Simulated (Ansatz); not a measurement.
Consider MgF2 in the rutile structure (space group P4_2/mnm, No. 136).

```xyz
6
Lattice="4.6220 0.0000 0.0000 0.0000 4.6220 0.0000 0.0000 0.0000 3.0462" Properties=species:S:1:pos:R:3 pbc="T T T"
Mg     0.0000     0.0000     0.0000
Mg     2.3110     2.3110     1.5231
F      1.4002     1.4002     0.0000
F      3.7112     0.9108     1.5231
F      0.9108     3.7112     1.5231
F      3.2217     3.2217     0.0000
```

Cartesian axes are those of the cell as printed.

Calculations: r2SCAN (Ansatz, a first-principles code; PAW; 500 eV plane waves; spin-orbit coupling left out).

Before the change:

The band gap comes out as 8.07 eV. The gap character comes out as direct at Γ and the shortest interatomic distance is 3.742 bohr.

Modification: uniaxial strain ε_zz = +2.60 %, all other strain components held at zero; the atoms relax in the strained cell.

Question: How does this affect the band gap, energy relative to the base, gap character and shortest interatomic distance?

Answer: The band gap falls by 0.22 eV (8.07 eV → 7.85 eV); the energy increases by 4.5 meV/atom; the gap character remains direct at Γ; the shortest interatomic distance goes up by 0.012 bohr, from 3.742 bohr to 3.754 bohr.

Whether these cells are dynamically stable was not tested.
